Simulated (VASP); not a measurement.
A run of VASP 6.6.1:

File INCAR:

```
ALGO = Normal
DIPOL = 0.5 0.5 0.500
EDIFF = 1E-6
ENCUT = 520
GGA = PS
ICORELEVEL = 1
IDIPOL = 3
ISIF = 2
ISMEAR = 1
KPAR = 4
LASPH = T
LCHARG = F
LDIPOL = T
LREAL = F
LVACPOTAV = T
LVHAR = T
LWAVE = F
NBANDS = 20
NELM = 80
PREC = Accurate
SIGMA = 0.1
```

Contents of KPOINTS:

```
k-points
0
Gamma
  14 14 1
```

The input POSCAR:

```
Al                                      
1.0
    2.8394891000      0.0000000000      0.0000000000
    0.0000000000      2.8394891000      0.0000000000
    0.0000000000      0.0000000000     27.0469320000
  Al            
     7
Direct
     0.5000000000000000    0.5000000000000000    0.2769089382035109
     0.0000000000000000    0.0000000000000000    0.3517483112569900
     0.5000000000000000    0.5000000000000000    0.4265727523326446
     0.0000000000000000    0.0000000000000000    0.5000000000000000
     0.5000000000000000    0.5000000000000000    0.5734272476673553
     0.0000000000000000    0.0000000000000000    0.6482516887430100
     0.5000000000000000    0.5000000000000000    0.7230910617964892
```

Potentials or basis: VASP PAW PBE potentials, release 64 (Al).

Launch:

```sh
$ cat potpaw_PBE.64/Al/POTCAR > POTCAR
$ mpirun -np 4 vasp_std > vasp.out
```

Hardware: 4 MPI ranks on Intel(R) Xeon(R) Platinum 8488C (Sapphire Rapids) (shared host).

Q: Estimate the wall time of this run.

A: Run time: 63 s on 4 MPI ranks on Intel(R) Xeon(R) Platinum 8488C (Sapphire Rapids) (shared host), peak memory 0.38 GiB a rank. Counts: scf iterations 23, k points 36.
